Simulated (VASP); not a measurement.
## VASP 6.6.1 run: MgH2

INCAR

```
LCHARG = .FALSE.
LREAL = .FALSE.
LASPH = .TRUE.
IBRION = -1
ISMEAR = -1
SIGMA = 0.02
NSW = 0
ENCUT = 800
GGA = PE
NBANDS = 9
LWAVE = .FALSE.
EDIFF = 1E-7
NELM = 120
ISIF = 2
PREC = Accurate
```

KPOINTS

```
KPOINTS created by Atomic Simulation Environment
0
Gamma
8 8 8
0 0 0
```

POSCAR

```
Mg H
 1.0000000000000000
    -0.0294000000000000    2.3231999999999999    2.4512999999999998
     2.2911000000000001    0.0018000000000000    2.4201000000000001
     2.2303000000000002    2.2311999999999999    0.0625000000000000
 Mg  H
   1   2
Cartesian
  2.2373232200000004  4.5118616000000005  2.5273636699999997
  1.1191687500000000  1.1542634999999999  1.2166985099999998
  3.4082652000000007  3.3260315399999998  3.7216546200000002
```

The recommended PBE PAW datasets give the neutral cell 4 valence electrons.

Command

```
mpirun -np 1 vasp_std
```

OSZICAR

```
N       E                     dE             d eps       ncg     rms          rms(c)
DAV:   1    -0.115035629633E+01   -0.11504E+01   -0.22196E+03  4744   0.484E+02
DAV:   2    -0.889946202421E+01   -0.77491E+01   -0.72430E+01  6147   0.530E+01
DAV:   3    -0.909366235095E+01   -0.19420E+00   -0.19407E+00  5868   0.817E+00
DAV:   4    -0.909402801700E+01   -0.36567E-03   -0.36565E-03  6092   0.320E-01
DAV:   5    -0.909402904031E+01   -0.10233E-05   -0.10232E-05  5709   0.145E-02    0.481E+00
DAV:   6    -0.858881606459E+01    0.50521E+00   -0.33298E-01  4937   0.228E+00    0.243E+00
DAV:   7    -0.842283672341E+01    0.16598E+00   -0.43616E-01  5186   0.286E+00    0.393E-01
DAV:   8    -0.842623710188E+01   -0.34004E-02   -0.10404E-02  5158   0.461E-01    0.168E-01
DAV:   9    -0.842544546323E+01    0.79164E-03   -0.15591E-03  5397   0.161E-01    0.159E-02
DAV:  10    -0.842546670566E+01   -0.21242E-04   -0.10019E-04  6032   0.542E-02    0.242E-02
DAV:  11    -0.842545793883E+01    0.87668E-05   -0.36935E-05  5046   0.223E-02    0.357E-03
DAV:  12    -0.842545769606E+01    0.24278E-06   -0.83404E-07  5352   0.537E-03    0.900E-04
DAV:  13    -0.842545767424E+01    0.21819E-07   -0.60822E-08  4708   0.123E-03
   1 F= -.84254577E+01 E0= -.84253163E+01  d E =-.282769E-03
```

From OUTCAR

```
k-points           NKPTS =    260   k-points in BZ     NKDIM =    260   number of bands    NBANDS=      9

   NELECT =       4.0000    total number of electrons

   dimension x,y,z NGX =    32 NGY =   32 NGZ =   30
   dimension x,y,z NGXF=    64 NGYF=   64 NGZF=   60

  energy-cutoff  :      800.00
  volume of cell :       24.89
      direct lattice vectors                 reciprocal lattice vectors
    -0.029400000  2.323200000  2.451300000    -0.216968475  0.211131633  0.205246244
     2.291100000  0.001800000  2.420100000     0.213935760 -0.219755403  0.210837296
     2.230300000  2.231200000  0.062500000     0.225742235  0.228529290 -0.213879339

 k-points in reciprocal lattice and weights: KPOINTS created by Atomic Simulation Env
   0.00000000  0.00000000  0.00000000       0.002
   0.12500000  0.00000000  0.00000000       0.004
   0.25000000  0.00000000  0.00000000       0.004
   0.37500000 -0.00000000  0.00000000       0.004
   0.50000000  0.00000000  0.00000000       0.002
   0.00000000  0.12500000 -0.00000000       0.004
   0.12500000  0.12500000 -0.00000000       0.004
   0.25000000  0.12500000  0.00000000       0.004
   ...

 E-fermi :   3.3675

 k-point     1 :       0.0000    0.0000    0.0000
  band No.  band energies     occupation
      1      -7.0688      2.00000
      2       4.4987      0.00000
      3      12.5024      0.00000
      4      12.9045      0.00000
      5      13.7160      0.00000
      6      15.4369      0.00000
      7      15.9893      0.00000
      8      16.5159      0.00000
      9      17.0323      0.00000

 k-point     2 :       0.1250    0.0000    0.0000
  band No.  band energies     occupation
      1      -6.7792      2.00000
      2       3.7155      0.00000
      3      11.6554      0.00000
      4      12.6010      0.00000
      5      13.3655      0.00000
      6      15.2704      0.00000
      7      16.7972      0.00000
      8      17.0863      0.00000
      9      17.6137      0.00000

 k-point     3 :       0.2500    0.0000    0.0000
  band No.  band energies     occupation
      1      -5.9221      2.00000
      2       1.8010      2.00000
      3      10.7174      0.00000
      4      12.2517      0.00000
      5      12.9772      0.00000
      6      13.6655      0.00000
      7      15.8121      0.00000
      8      16.7389      0.00000
      9      18.7968      0.00000

 k-point     4 :       0.3750   -0.0000    0.0000
  band No.  band energies     occupation
      1      -4.5355      2.00000
      2      -0.4911      2.00000
      3      10.4062      0.00000
      4      11.8875      0.00000
      5      12.2682      0.00000
      6      13.4281      0.00000
      7      14.2437      0.00000
      8      15.1324      0.00000
      9      21.2904      0.00000

 k-point     5 :       0.5000    0.0000    0.0000
  band No.  band energies     occupation
      1      -2.7888      2.00000
      2      -2.5776      2.00000
      3      10.5117      0.00000
      4      11.2219      0.00000
      5      12.4756      0.00000
      6      13.4515      0.00000
      7      13.8578      0.00000
      8      14.2086      0.00000
      9      23.3695      0.00000

 ...

  Total        1.1536036      1.1656468      0.2123210      0.2153333     -0.1129811     -0.2679067
  in kB       74.2678844     75.0432153     13.6690201     13.8629492     -7.2736127    -17.2475772
  external PRESSURE =      54.3267066 kB  Pullay stress =       0.0000000 kB

 POSITION                                       TOTAL-FORCE (eV/Angst)
 -----------------------------------------------------------------------------------
      2.23732      4.51186      2.52736        -0.061411      0.005341     -0.026457
      1.11917      1.15426      1.21670         0.051266     -0.329420      0.168288
      3.40827      3.32603      3.72165         0.010144      0.324079     -0.141831
 -----------------------------------------------------------------------------------
    total drift:                               -0.000008     -0.000000     -0.000005

  FREE ENERGIE OF THE ION-ELECTRON SYSTEM (eV)
  ---------------------------------------------------
  free  energy   TOTEN  =        -8.4254576742 eV

  energy  without entropy=       -8.4251749054  energy(sigma->0) =       -8.42531629
```

It converged. Results: gap between bands v and c on the k mesh -1.92 eV (bands overlap: a metal); least direct gap on the k mesh 1.24 eV; pressure 5.4 GPa; largest force 0.37 eV/Å. Band v is the last that the valence electrons fill when counted band by band, and c is the next.

For comparison, a separate PBE run of the intended cell, on usual settings and not on those above, gives a gap of -1.93 eV on its mesh and a pressure of 5.3 GPa.

The run above took about 82 s on one core of a shared host (Intel Xeon Platinum 8488C) and held 0.27 GiB at most.
